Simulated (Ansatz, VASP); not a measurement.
# Cross-check of AlAs between VASP and Ansatz

One calculation is typed for both programs; each brings its own data sets and cutoff. How far apart do they land?

Main program and level: Ansatz 0.2.0; plane waves, with VASP 6.6.1 beside it; G0W0 gap at PBE.

**1. Set-up**

Symmetry: F-43m, No. 216, cubic system. Conventional cell: a = 5.661 Å, b = 5.661 Å, c = 5.661 Å, α = 90.00°, β = 90.00°, γ = 90.00°. Al has 4 As at 2.45 Å nearest. Nearest to As lie 4 Al at 2.45 Å. Farther neighbours are not listed.

As a file:

```xyz
2
Lattice="0.0000 2.8304 2.8304 2.8304 0.0000 2.8304 2.8304 2.8304 0.0000" Properties=species:S:1:pos:R:3 pbc="T T T"
Al    0.0000    0.0000    0.0000
As    1.4152    1.4152    1.4152
```

**2. VASP: G0W0 gap, PBE**

Quasiparticle shifts depend on high empty states and on the cores, so they are the hardest test of two PAW sets.

Lines of VASP's logs that name or quote its potential files are left out, and so is its time.

The run reads the wave functions of an earlier VASP run, which isn't shown here.

INCAR reads:

```
SYSTEM = AlAs
PREC = Accurate
ENCUT = 300
ISMEAR = 0
SIGMA = 0.01
LREAL = .FALSE.
GGA = PE
NBANDS = 104
ALGO = EVGW0
NELMGW = 1
ENCUTGW = 100
NOMEGA = 48
PRECFOCK = Fast
NBANDSGW = 16
LWAVE = .TRUE.
LCHARG = .FALSE.
```

POSCAR reads:

```
AlAs
1.0
    0.0000000000      2.8304000000      2.8304000000
    2.8304000000      0.0000000000      2.8304000000
    2.8304000000      2.8304000000      0.0000000000
Al As
1 1
Direct
    0.0000000000      0.0000000000      0.0000000000
    0.2500000000      0.2500000000      0.2500000000
```

KPOINTS reads:

```
Automatic mesh
0
Gamma
6 6 6
0 0 0
```

PAW data sets: Al_GW and As_GW (PBE family, release 64).

The run is started by

```sh
mpirun -np 8 vasp_std
```

Numbers of over 12 decimals in the logs are rounded to 6 here.

The log of the run:

```text
[banner, memory and clock lines left out]
running    8 mpi-ranks, on    1 nodes
 distrk:  each k-point on    8 cores,    1 groups
 distr:  one band on    1 cores,    8 groups

 POSCAR found type information on POSCAR AlAs
 POSCAR found :  2 types and       2 ions
|                                                                             |
|           W    W    AA    RRRRR   N    N  II  N    N   GGGG   !!!           |
|           W    W   A  A   R    R  NN   N  II  NN   N  G    G  !!!           |
|           W    W  A    A  R    R  N N  N  II  N N  N  G       !!!           |
|           W WW W  AAAAAA  RRRRR   N  N N  II  N  N N  G  GGG   !            |
|           WW  WW  A    A  R   R   N   NN  II  N   NN  G    G                |
|           W    W  A    A  R    R  N    N  II  N    N   GGGG   !!!           |
|                                                                             |
|     For optimal performance we recommend to set                             |
|       NCORE = 2 up to number-of-cores-per-socket                            |
|     NCORE specifies how many cores store one orbital (NPAR=cpu/NCORE).      |
|     This setting can greatly improve the performance of VASP for DFT.       |
|     The default, NCORE=1 might be grossly inefficient on modern             |
|     multi-core architectures or massively parallel machines. Do your        |
|     Unfortunately you need to use the default for GW and RPA                |
|     calculations (for HF NCORE is supported but not extensively tested      |
|     yet).                                                                   |
|                                                                             |

|                                                                             |
|           W    W    AA    RRRRR   N    N  II  N    N   GGGG   !!!           |
|           W    W   A  A   R    R  NN   N  II  NN   N  G    G  !!!           |
|           W    W  A    A  R    R  N N  N  II  N N  N  G       !!!           |
|           W WW W  AAAAAA  RRRRR   N  N N  II  N  N N  G  GGG   !            |
|           WW  WW  A    A  R   R   N   NN  II  N   NN  G    G                |
|           W    W  A    A  R    R  N    N  II  N    N   GGGG   !!!           |
|                                                                             |
|     The default for ENCUTGWSOFT is different in this version of VASP.       |
|     please manually set ENCUTGWSOFT =100 in the INCAR file.                 |
|                                                                             |

 LDA part: xc-table for (Slater+PW92), standard interpolation
 found WAVECAR, reading the header
 POSCAR, INCAR and KPOINTS ok, starting setup
 FFT: planning ... GRIDC
 FFT: planning ... GRID_SOFT
 FFT: planning ... GRID
 reading WAVECAR
 the WAVECAR file was read successfully
 initial charge from wavefunction
 available memory per node:    138.31 GB, setting MAXMEM to    141631

 The Fermi energy was updated, please check that it is located mid-gap
 values below the HOMO (VB) or above the LUMO (CB) will cause erroneous energies
 E-fermi :   4.1464

 calculate exact exchange contribution
 the WAVEDER file was read successfully
energies w=
    0.000    0.000    0.576    0.000    1.151    0.000    1.720    0.000
    2.283    0.000    2.838    0.000    3.384    0.000    3.920    0.000
    4.446    0.000    4.963    0.000    5.470    0.000    5.969    0.000
    6.461    0.000    6.947    0.000    7.428    0.000    7.907    0.000
    8.385    0.000    8.864    0.000    9.347    0.000    9.834    0.000
   10.330    0.000   10.835    0.000   11.354    0.000   11.891    0.000
   12.447    0.000   13.028    0.000   13.639    0.000   14.286    0.000
   14.974    0.000   15.714    0.000   16.513    0.000   17.385    0.000
   18.345    0.000   19.410    0.000   20.606    0.000   21.963    0.000
   23.523    0.000   25.341    0.000   27.494    0.000   30.088    0.000
   33.283    0.000   37.319    0.000   42.579    0.000   49.719    0.000
   59.951    0.000   75.803    0.000  103.557    0.000  164.373    0.000
 responsefunction array rank=     120
 LDA part: xc-table for (Slater+PW92), standard interpolation

 min. memory requirement per mpi rank    127.5 MB, per node   1020.0 MB

 allocating   6 responsefunctions rank=   120
 shmem allocating  48 responsefunctions rank=   120
 response function shared by NCSHMEM nodes    1
 Doing            6  frequencies on each core in blocks of           48
NQ=   1    0.0000    0.0000    0.0000,
|.........|.........|.........|.........|.........|.........|.........|.........
 performed        226000 updates of chi_q(r,r)
 total number of BLAS operations         23.09 Gflops
NQ=   2    0.1667    0.0000    0.0000,
|.........|.........|.........|.........|.........|.........|.........|.........
 performed        678000 updates of chi_q(r,r)
 total number of BLAS operations         62.23 Gflops
NQ=   3    0.3333    0.0000    0.0000,
|.........|.........|.........|.........|.........|.........|.........|.........
 performed       1130000 updates of chi_q(r,r)
 total number of BLAS operations         96.99 Gflops
NQ=   4    0.5000    0.0000    0.0000,
|.........|.........|.........|.........|.........|.........|.........|.........
 performed       1502000 updates of chi_q(r,r)
 total number of BLAS operations        131.74 Gflops
NQ=   5    0.1667    0.1667    0.0000,
|.........|.........|.........|.........|.........|.........|.........|.........
 performed       1954000 updates of chi_q(r,r)
 total number of BLAS operations        171.64 Gflops
NQ=   6    0.3333    0.1667    0.0000,
|.........|.........|.........|.........|.........|.........|.........|.........
 performed       2692000 updates of chi_q(r,r)
 total number of BLAS operations        234.32 Gflops
NQ=   7    0.5000    0.1667    0.0000,
|.........|.........|.........|.........|.........|.........|.........|.........
 performed       3430000 updates of chi_q(r,r)
 total number of BLAS operations        299.47 Gflops
NQ=   8   -0.3333    0.1667    0.0000,
|.........|.........|.........|.........|.........|.........|.........|.........
 performed       4168000 updates of chi_q(r,r)
 total number of BLAS operations        362.15 Gflops
NQ=   9   -0.1667    0.1667    0.0000,
|.........|.........|.........|.........|.........|.........|.........|.........
 performed       4800000 updates of chi_q(r,r)
 total number of BLAS operations        411.71 Gflops
NQ=  10    0.3333    0.3333    0.0000,
|.........|.........|.........|.........|.........|.........|.........|.........
 performed       5252000 updates of chi_q(r,r)
 total number of BLAS operations        450.85 Gflops
NQ=  11    0.5000    0.3333    0.0000,
|.........|.........|.........|.........|.........|.........|.........|.........
 performed       5990000 updates of chi_q(r,r)
 total number of BLAS operations        512.32 Gflops
NQ=  12   -0.3333    0.3333    0.0000,
|.........|.........|.........|.........|.........|.........|.........|.........
 performed       6622000 updates of chi_q(r,r)
 total number of BLAS operations        563.90 Gflops
NQ=  13    0.5000    0.5000    0.0000,
|.........|.........|.........|.........|.........|.........|.........|.........
 performed       6947000 updates of chi_q(r,r)
 total number of BLAS operations        594.31 Gflops
NQ=  14    0.5000    0.3333    0.1667,
|.........|.........|.........|.........|.........|.........|.........|.........
 performed       7785000 updates of chi_q(r,r)
 total number of BLAS operations        662.73 Gflops
NQ=  15   -0.3333    0.3333    0.1667,
|.........|.........|.........|.........|.........|.........|.........|.........
 performed       8570000 updates of chi_q(r,r)
 total number of BLAS operations        730.67 Gflops
NQ=  16   -0.3333    0.5000    0.1667,
|.........|.........|.........|.........|.........|.........|.........|.........
 performed       9205000 updates of chi_q(r,r)
 total number of BLAS operations        785.65 Gflops
 resolving degeneracies of screened two electron integrals

 calculate QP shifts <psi_nk| G(iteration)W_0 |psi_nk>: iteration 1
 writing wavefunctions
 entering main loop
```

From OUTCAR (step 2):

```text
ion  position               nearest neighbor table
   1  0.000  0.000  0.000-   2 2.45   2 2.45   2 2.45   2 2.45
   2  0.250  0.250  0.250-   1 2.45   1 2.45   1 2.45   1 2.45

  LATTYP: Found a face centered cubic cell.
 ALAT       =     5.6608000000

 Subroutine GETGRP returns: Found 24 space group operations
 (whereof 24 operations were pure point group operations)

The static configuration has the point symmetry T_d .

 Found     16 irreducible k-points:

   k-points           NKPTS =     16   k-points in BZ     NKDIM =    216   number of bands    NBANDS=    104

   dimension x,y,z NGX =    24 NGY =   24 NGZ =   24
   dimension x,y,z NGXF=    48 NGYF=   48 NGZF=   48

   ENCUT  =  300.0 eV  22.05 Ry    4.70 a.u.   5.65  5.65  5.65*2*pi/ulx,y,z

   NELECT =       8.0000    total number of electrons

  energy-cutoff  :      300.00
  volume of cell :       45.35
      direct lattice vectors                 reciprocal lattice vectors
     0.000000000  2.830400000  2.830400000    -0.176653477  0.176653477  0.176653477
     2.830400000  0.000000000  2.830400000     0.176653477 -0.176653477  0.176653477
     2.830400000  2.830400000  0.000000000     0.176653477  0.176653477 -0.176653477

 k-points in reciprocal lattice and weights: Automatic mesh
   0.00000000  0.00000000  0.00000000       0.005
   0.16666667  0.00000000  0.00000000       0.037
   0.33333333  0.00000000  0.00000000       0.037
   0.50000000  0.00000000  0.00000000       0.019
   0.16666667  0.16666667  0.00000000       0.028
   0.33333333  0.16666667  0.00000000       0.111
   0.50000000  0.16666667  0.00000000       0.111
  -0.33333333  0.16666667  0.00000000       0.111
  -0.16666667  0.16666667  0.00000000       0.056
[...]
-0.33333333  0.33333333  0.16666667       0.111
  -0.33333333  0.50000000  0.16666667       0.056

 E-fermi :   4.1464

 QP shifts <psi_nk| G(iteration)W_0 |psi_nk>: iteration 1
 for sc-GW calculations column KS-energies equals QP-energies in previous step
 and V_xc(KS)=  KS-energies - (<T + V_ion + V_H > + <T+V_H+V_ion>^1  + <V_x>^1)
 k-point   1 :       0.0000    0.0000    0.0000
  band No.  KS-energies  QP-energies   sigma(KS)   V_xc(KS)     V^pw_x(r,r')   Z            occupation Imag(sigma)
      1      -8.4377      -8.8698     -11.5521     -10.8967     -17.8966       0.6592       2.0000       1.1268
      2       3.4305       2.9383     -11.9158     -11.2748     -13.0719       0.7679       2.0000       0.0580
      3       3.4305       2.9383     -11.9158     -11.2748     -13.0719       0.7679       2.0000       0.0580
      4       3.4305       2.9383     -11.9158     -11.2748     -13.0719       0.7679       2.0000       0.0580
      5       5.4773       5.9606      -9.3199      -9.9441      -5.7848       0.7743       0.0000      -0.0663
      6       7.7140       7.9451      -8.8476      -9.1535      -4.6428       0.7557       0.0000      -0.0904
      7       7.7140       7.9451      -8.8476      -9.1535      -4.6428       0.7557       0.0000      -0.0904
      8       7.7140       7.9451      -8.8476      -9.1535      -4.6428       0.7557       0.0000      -0.0904
    ...

 k-point   2 :       0.1667    0.0000    0.0000
  band No.  KS-energies  QP-energies   sigma(KS)   V_xc(KS)     V^pw_x(r,r')   Z            occupation Imag(sigma)
      1      -8.1692      -8.5928     -11.6129     -10.9769     -17.8551       0.6661       2.0000       1.0925
      2       1.3327       0.8182     -11.2310     -10.5383     -12.9230       0.7428       2.0000       0.0805
      3       3.1670       2.6581     -11.8083     -11.1436     -13.0220       0.7656       2.0000       0.0592
      4       3.1670       2.6581     -11.8083     -11.1436     -13.0220       0.7656       2.0000       0.0592
      5       6.2486       6.6146      -9.1407      -9.6170      -5.4173       0.7683       0.0000      -0.0715
      6       8.1506       8.3908      -8.9302      -9.2500      -4.5945       0.7509       0.0000      -0.0985
      7       8.1506       8.3908      -8.9302      -9.2500      -4.5945       0.7509       0.0000      -0.0985
      8       8.6208       8.9162      -9.3736      -9.7668      -5.0886       0.7512       0.0000      -0.1040
    ...

 k-point   3 :       0.3333    0.0000    0.0000
  band No.  KS-energies  QP-energies   sigma(KS)   V_xc(KS)     V^pw_x(r,r')   Z            occupation Imag(sigma)
      1      -7.4895      -7.8812     -11.8231     -11.2440     -17.8011       0.6764       2.0000       0.9946
      2      -1.0645      -1.6578     -10.8222      -9.9833     -13.6851       0.7072       2.0000       0.1833
      3       2.7659       2.2294     -11.7263     -11.0209     -13.0811       0.7607       2.0000       0.0635
      4       2.7659       2.2294     -11.7263     -11.0209     -13.0811       0.7607       2.0000       0.0635
      5       5.7928       6.0922      -8.8960      -9.2839      -5.2480       0.7721       0.0000      -0.0693
      6       8.2894       8.4975      -8.6718      -8.9481      -4.3000       0.7531       0.0000      -0.1027
      7       8.2894       8.4975      -8.6718      -8.9481      -4.3000       0.7531       0.0000      -0.1027
      8      10.9285      11.1000      -8.7979      -9.0312      -3.7354       0.7351       0.0000      -0.2247
    ...

 k-point   4 :       0.5000    0.0000    0.0000
  band No.  KS-energies  QP-energies   sigma(KS)   V_xc(KS)     V^pw_x(r,r')   Z            occupation Imag(sigma)
      1      -7.0157      -7.3797     -12.0545     -11.5218     -17.8399       0.6833       2.0000       0.9213
      2      -2.1447      -2.7677     -10.5163      -9.6204     -13.9156       0.6953       2.0000       0.2783
      3       2.6040       2.0570     -11.7131     -10.9917     -13.1328       0.7584       2.0000       0.0658
      4       2.6040       2.0570     -11.7131     -10.9917     -13.1328       0.7584       2.0000       0.0658
      5       5.5663       5.8550      -8.8840      -9.2574      -5.2962       0.7732       0.0000      -0.0676
      6       8.1078       8.2943      -8.5195      -8.7658      -4.2076       0.7571       0.0000      -0.0996
      7       8.1078       8.2943      -8.5195      -8.7658      -4.2076       0.7571       0.0000      -0.0996
      8      11.1789      11.1282      -7.6400      -7.5716      -2.4955       0.7419       0.0000      -0.2402
    ...

[... 4 further parts left out ...]
```

[end of part 1 of 2]

[Lines on the potential files, build, host, timing and source positions are cut from VASP's logs without a mark.]

[Logs are printed without paths, hosts, clocks, repeated set-up lines and the standing remarks that a program may print on its own settings, such as how far it seeks lower states.]

[Hosts, paths, dates, database ids (printed as entryN), source tags and the programs' standing remarks are cut or masked in the printed files.]
